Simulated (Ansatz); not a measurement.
Consider ZnTe in the zinc blende structure (space group F-43m, No. 216; a = 6.1791 Å). Axes: x, y, z lie along the cube axes.

(Cell as relaxed with PBE.)

Levels (all Ansatz, a quantum-chemistry and plane-wave program, PAW): PBE (420 eV, no SOC); r2SCAN (500 eV, spin-orbit coupling left out).

Each level relaxes its own structure.

```
base                         PBE       r2SCAN
-------------------  -----------  -----------
volume per atom         29.49 Å³     28.56 Å³
lattice parameter a  11.677 bohr  11.553 bohr
band gap                 1.08 eV      1.79 eV
```

One thing is altered: uniaxial stress, 3 GPa compression along x; all other stress components relax to zero.

```json
[
 {"quantity": "hole mass", "PBE": "0.075 mₑ along x, 0.46 mₑ across (at Γ)", "r2SCAN": "___"},
 {"quantity": "valence-band top at Γ (three highest levels, from the VBM)", "PBE": "0.00, -0.39, -0.39 eV", "r2SCAN": "___"},
 {"quantity": "strain response (xx, yy, zz)", "PBE": "(−9.42, +3.65, +3.65) %", "r2SCAN": "___"}
]
```

Problem. Given the PBE results, estimate those of r2SCAN.

Solution. 
- hole mass, r2SCAN: 0.12 mₑ along x, 0.43 mₑ across (at Γ)
- valence-band top at Γ (three highest levels, from the VBM), r2SCAN: 0.00, -0.37, -0.37 eV
- strain response (xx, yy, zz), r2SCAN: (−8.37, +3.27, +3.27) %

The two differ in detail. Neither level is exact; r2SCAN is the comparison here, not a measurement.

With Te present, leaving out spin-orbit coupling can change the band edges. Effective masses come from finite differences of ±0.01 Å⁻¹. Stability under load was not tested beyond the relaxation.
